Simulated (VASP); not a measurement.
Input of a VASP 6.6.1 run:

File INCAR:

```
SYSTEM = Be18H4C
PREC = Accurate
ENCUT = 520
EDIFF = 1E-6
ISMEAR = -1
SIGMA = 0.15
LREAL = Auto
LASPH = .TRUE.
NELM = 100
ALGO = Fast
ISIF = 2
LWAVE = .FALSE.
LCHARG = .TRUE.
GGA = PS
LELF = .TRUE.
LVHAR = .TRUE.
NBANDS = 39
```

File KPOINTS:

```
Automatic mesh
0
G
  5 4 1
  0 0 0
```

POSCAR

```
Be18H4C
1.0
    4.5800000000      0.0000000000      0.0000000000
    3.4350000000      5.9495950000      0.0000000000
    0.0000000000      0.0000000000     16.5884300000
Be C H
18 1 4
Direct
    0.0000000000      0.0000000000      0.0602829804
    0.5000000000      0.0000000000      0.0602829804
    0.0000000420      0.3333332773      0.0602829804
    0.5000000420      0.3333332773      0.0602829804
   -0.0000000420      0.6666667227      0.0602829804
    0.4999999580      0.6666667227      0.0602829804
   -0.1670878365      0.2224679159      0.1703035188
    0.3328438278      0.2224591758      0.1703081606
   -0.1671338668      0.5558055632      0.1703436070
    0.3328492250      0.5558423725      0.1703528303
   -0.1671343049      0.8891566569      0.1703671173
    0.3328508950      0.8891627077      0.1703015897
    0.0000837444      0.0000411793      0.2803349684
    0.4998661793      0.0000660549      0.2803912727
   -0.0000276581      0.3332808368      0.2803892231
    0.5001752432      0.3332280601      0.2803266494
   -0.0000008419      0.6666855475      0.2805569303
    0.4999731785      0.6667257183      0.2803252628
    1.0172209664      0.6606026124      0.5102360501
    0.7715313258      0.6854743894      0.4907801401
    1.2183438499      0.4978638042      0.4878415860
    1.0524718130      0.7958911489      0.4855607191
    1.0263806464      0.6631800988      0.5763467670
```

Potentials or basis: VASP PAW PBE potentials, release 64 (Be, C, H).

Command:

```sh
$ cat potpaw_PBE.64/Be/POTCAR potpaw_PBE.64/C/POTCAR potpaw_PBE.64/H/POTCAR > POTCAR
$ mpirun -np 1 vasp_std > vasp.out
```

(1) What does it give for the band gap on the k mesh?

(2) Predict the largest force.

## Answers

(1) none (metal or under the smearing width).

(2) 0.031 eV/Å.

Caveat: the PAW data sets were made with another functional, which shifts forces and pressure a little.
